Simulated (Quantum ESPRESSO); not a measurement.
Crystal: Hf.

```
Hf
1.0
     3.19670    0.00000    0.00000
    -1.59835    2.76842    0.00000
     0.00000    0.00000    5.05780
Hf
2
Direct
  0.66667 0.33333 0.75000
  0.33333 0.66667 0.25000
```

| Item | Value |
| --- | --- |
| Program | Quantum ESPRESSO 7.5 |
| Task | phonons and electron-phonon coupling |
| Functional | PBEsol |
| Potentials or basis | PseudoDojo 0.4.1 SR PBEsol standard |
| Cutoff | 789 eV |
| Density cutoff | 3157 eV |
| k mesh | 6 × 6 × 4 |
| Occupations | methfessel-paxton, width 0.272 eV |
| Spin | no spin polarisation |
| Mixing beta | 0.5 |
| Most SCF iterations | 120 |
| SCF threshold | 4e-10 Ry |
| q mesh | 3 × 3 × 2 |

The cell and the atoms were relaxed first, to 21.71 Å³/atom (a = 3.156 Å, b = 3.156 Å, c = 5.034 Å, α = 90.00°, β = 90.00°, γ = 120.00°), and the response was taken there.

```cif
data_structure
_symmetry_space_group_name_H-M 'P 1'
_symmetry_Int_Tables_number 1
_cell_length_a 3.1559
_cell_length_b 3.1559
_cell_length_c 5.0339
_cell_angle_alpha 90.000
_cell_angle_beta 90.000
_cell_angle_gamma 120.000
_cell_volume 43.42
loop_
_atom_site_label
_atom_site_type_symbol
_atom_site_fract_x
_atom_site_fract_y
_atom_site_fract_z
_atom_site_occupancy
Hf1 Hf 0.66667 0.33333 0.75000 1
Hf2 Hf 0.33333 0.66667 0.25000 1
```

Levels for the coupling come from a 24 × 24 × 16 mesh; ten broadenings of the double delta from 0.07 to 0.68 eV; Tc from the McMillan formula in the Allen-Dynes form.

Problem. How strong is the electron-phonon coupling, and what superconducting temperature follows?

Solution. Over broadenings from 0.27 to 0.54 eV, λ lies between 0.58 and 0.68 and ω_log near 119 K, which gives Tc from 2.5 to 3.9 K at μ* = 0.10 and from 1.7 to 3.0 K at μ* = 0.13.

Electron-phonon coupling by broadening of the double delta (levels on a 24 × 24 × 16 mesh):
```csv
broadening (eV),λ,N(E_F) (states/eV a spin and cell),ω_log (K),"Tc, μ* 0.10 (K)","Tc, μ* 0.13 (K)"
0.07,0.69,0.680,122,4.1,3.1
0.14,0.55,0.736,120,2.1,1.4
0.20,0.56,0.795,119,2.2,1.5
0.27,0.58,0.835,118,2.5,1.7
0.34,0.61,0.868,119,2.8,2.0
0.41,0.63,0.907,119,3.2,2.3
0.48,0.66,0.951,120,3.5,2.6
0.54,0.68,0.994,120,3.9,3.0
0.61,0.71,1.034,120,4.3,3.3
0.68,0.73,1.069,120,4.6,3.6
```

Coupling and linewidth of each mode at the computed q points (broadening 0.27 eV):
```
                  q                   cm⁻¹                 λ of the modes   linewidths (GHz)
(0.00, 0.00, -0.50)    52 52 52 52 103 103  0.13 0.13 0.13 0.13 0.12 0.13      3 3 3 3 12 13
 (0.00, 0.33, 0.00)  51 57 110 112 118 130  0.20 0.17 0.04 0.10 0.08 0.06      5 5 4 12 10 9
(0.00, 0.33, -0.50)    88 88 90 90 139 139  0.07 0.06 0.02 0.02 0.04 0.03        5 5 2 2 8 6
 (0.33, 0.33, 0.00)  95 95 104 108 108 149  0.16 0.17 0.10 0.20 0.21 0.06  14 15 11 23 24 13
(0.33, 0.33, -0.50)  49 49 135 135 146 146  0.68 0.58 0.03 0.03 0.05 0.05    16 14 6 6 10 11
```

Eliashberg function at a broadening of 0.27 eV:
| cm⁻¹ | α²F |
| --- | --- |
| 4 | 0.000 |
| 11 | 0.000 |
| 19 | 0.001 |
| 27 | 0.003 |
| 34 | 0.009 |
| 42 | 0.019 |
| 50 | 0.046 |
| 57 | 0.237 |
| 65 | 0.529 |
| 73 | 0.343 |
| 80 | 0.286 |
| 88 | 0.144 |
| 96 | 0.111 |
| 103 | 0.376 |
| 111 | 0.201 |
| 119 | 0.412 |
| 126 | 0.261 |
| 134 | 0.223 |
| 141 | 0.230 |
| 149 | 0.014 |

The smallest broadenings aren't converged on these meshes, and μ* is assumed, not computed; spin fluctuations are left out.

Caveat: the k mesh is coarse (spacing up to 0.38 Å⁻¹), so the values aren't converged; the mesh is thin for the phonons of a metal; λ from interpolated matrix elements is rough: modes that symmetry makes equal can differ by tens of percent.
